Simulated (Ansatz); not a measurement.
SnO₂: energy above lowest point against volume scale

All results are calculated (Ansatz 0.2.0). Free energy against uniform scaling of the volume at fixed shape and fractions; periodic cell, basis, potentials, k mesh and filling as listed.

The cell before it is scaled or strained (space group I4_1/amd, No. 141):
```
CELL_PARAMETERS angstrom
-2.00670 2.00670 5.14070
2.00670 -2.00670 5.14070
2.00670 2.00670 -5.14070
ATOMIC_POSITIONS crystal
Sn 0.75000 0.25000 0.50000
Sn 0.00000 0.00000 0.00000
O 0.79652 0.79652 0.00000
O 0.95348 0.45348 0.50000
O 0.20348 0.20348 0.00000
O 0.54652 0.04652 0.50000
```

Settings of every row: functional PBEsol; dispersion none; potentials PAW; wave cutoff 500 eV; density cutoff 2000 eV; k mesh 8x8x8; k shift 0x0x0; occupations fixed; smearing width 0 eV; spin none.

Limits: the cell comes from a prototype or a list of computed structures and needn't be the stable phase.

| row | volume scale | V (Å³/atom) | energy above lowest point (meV/atom) |
| --- | --- | --- | --- |
| 1 | 0.9406 | 12.981 | 23.5 |
| 2 | 0.9703 | 13.391 | ? |
| 3 | 1 | 13.801 | 0 |
| 4 | 1.0297 | 14.21 | 8.8 |
| 5 | 1.0594 | 14.62 | 28.3 |

Question: what energy above lowest point should row 2 give?

Worked fit of energy above lowest point. Take u = (V_r/V)^(2/3) − 1 with V_r = 14.006 Å³ an atom, which is twice the finite (Eulerian) strain; such expansions in the strain, on which the Birch-Murnaghan equation of state is built, carry the rest volume and the bulk modulus. The shown rows have u = 0.05197, 0.00988, -0.00959, -0.0282. Least squares give energy above lowest point = 2.91 − 445.5 × u + 16190 × u² meV/atom; a straight line predicts inner rows, each left out in turn, worse (root mean square 16 against 0.26 meV/atom). The rows lie off it by 0.0, -0.1, 0.1, 0.0. Its lowest point lies at u = 0.0138, or V = 13.72 Å³ an atom, and the curvature there gives the bulk modulus at fixed shape and fractions, B = (4/9)(1 + u)² E″(u)/V = 173 GPa. Letting shape and atoms relax would as a rule lower it, by much in layered, chain or molecular crystals. The withheld row has u = 0.03039, so the fit gives 2.91 − 445.5 × (0.03039) + 16190 × (0.03039)² = 4.3 meV/atom.

The calculation gave 4.1 meV/atom. The fit lies 0.2 meV/atom (0.71 % of the column's range) above it; its largest miss of a shown row is 0.1 meV/atom.
